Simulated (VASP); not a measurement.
A run of VASP 6.6.1 is set up as follows.

File INCAR:

```
  PREC = Accurate
  ENCUT = 520
  EDIFF = 1E-6
  ISMEAR = 0
  SIGMA = 0.02
  LREAL = F
  LASPH = T
  NELM = 100
  ALGO = Normal
  ISIF = 2
  LWAVE = F
  LCHARG = F
  GGA = PE
  LORBIT = 11
```

File KPOINTS:

```
Automatic mesh
0
Gamma
  7 7 7
```

The input POSCAR:

```
BiTe
1.0
    2.4227077728      1.3987509848      3.3172919545
   -2.4227077728      1.3987509848      3.3172919545
    0.0000000000     -2.7975019696      3.3172919545
Bi Te
1 1
Direct
    0.5000000000      0.5000000000      0.5000000000
    0.0000000000      0.0000000000      0.0000000000
```

Potentials or basis: VASP PAW PBE potentials, release 64 (Bi_d, Te).

The run is started by

```bash
$ cat potpaw_PBE.64/Bi_d/POTCAR potpaw_PBE.64/Te/POTCAR > POTCAR
$ mpirun -np 1 vasp_std > vasp.out
```

(1) What does it give for the band gap on the k mesh?

(2) Predict the pressure.

Answers

(1) none (metal or under the smearing width).

(2) 0.1 GPa.

Caveat: spin-orbit coupling is left out, which moves the levels of the heavy elements.
